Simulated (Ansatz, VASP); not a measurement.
# One calculation of AlGaN2, two programs

```
CELL_PARAMETERS angstrom
3.11529 0.00000 0.00000
0.00000 3.11529 0.00000
0.00000 0.00000 4.38433
ATOMIC_POSITIONS crystal
Al 0.50000 0.50000 0.50000
Ga 0.00000 0.00000 0.00000
N 0.50000 0.00000 0.74005
N 0.00000 0.50000 0.25995
```

Alike in both runs: functional LDA; k mesh 8 × 8 × 6; occupations gaussian, width 0.02 eV; no spin polarisation.

Ansatz relaxed the structure, and its values are those at the end. VASP's run is a single point on that final structure, the one shown.

|  | VASP | Ansatz |
| --- | --- | --- |
| version | VASP 6.6.1 | Ansatz 0.2.0 |
| potentials or method | VASP PAW LDA potentials, release 64 (Al, Ga_d, N) | scalar-relativistic, plane waves, PAW |
| plane-wave cutoff (eV) | 520 | 420 |
| valence electrons in the cell | 26 | 26 |

VASP gave:

* gap on the k mesh at the Fermi level (eV): 3.07
* least direct gap on the mesh (eV): 3.07
* pressure (GPa): 0.9
* rms of the force components (eV/Å): 0.012

Q: Which values does Ansatz return?

A: gap on the k mesh at the Fermi level (eV): 3.05; least direct gap on the mesh (eV): 3.05; pressure (GPa): 0.0; rms of the force components (eV/Å): 0.000.

A k mesh can miss the band edges. As with any semilocal functional, this LDA gap is likely too small.
